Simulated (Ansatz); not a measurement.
TiO2 (Anatase):

```xyz
6
Lattice="-1.8921 1.8921 4.7573 1.8921 -1.8921 4.7573 1.8921 1.8921 -4.7573" Properties=species:S:1:pos:R:3 pbc="T T T"
Ti    0.0000    1.8921    2.3786
Ti    0.0000    0.0000    0.0000
O     0.0000    0.0000    7.5346
O     0.0000    1.8921    0.3987
O     0.0000    1.8921    4.3586
O     0.0000    0.0000    1.9800
```

Base run:

* Program: Ansatz 0.2.0
* Functional: PBEsol
* Potentials or basis: all-electron LAPW, scalar-relativistic
* Cutoff: 384 eV
* Density cutoff: 1538 eV
* Basis error allowed: 0.002 eV/atom
* k mesh: 10 × 10 × 10
* Occupations: fermi-dirac, width 0.05 eV
* Spin: no spin polarisation

Its results: band gap on the k mesh 2.08 eV, indirect (least direct gap 2.42 eV); pressure -1.1 GPa; largest force 0.007 eV/Å.

The run is repeated on the same cell with these changes: functional from PBEsol to PBE. What comes out?

Band gap on the k mesh 2.13 eV, indirect (least direct gap 2.46 eV); pressure 5.2 GPa; largest force 0.105 eV/Å.

PBE binds less tightly than PBEsol, so the same cell stands under more pressure.

Not every run made on this cell is shown here.
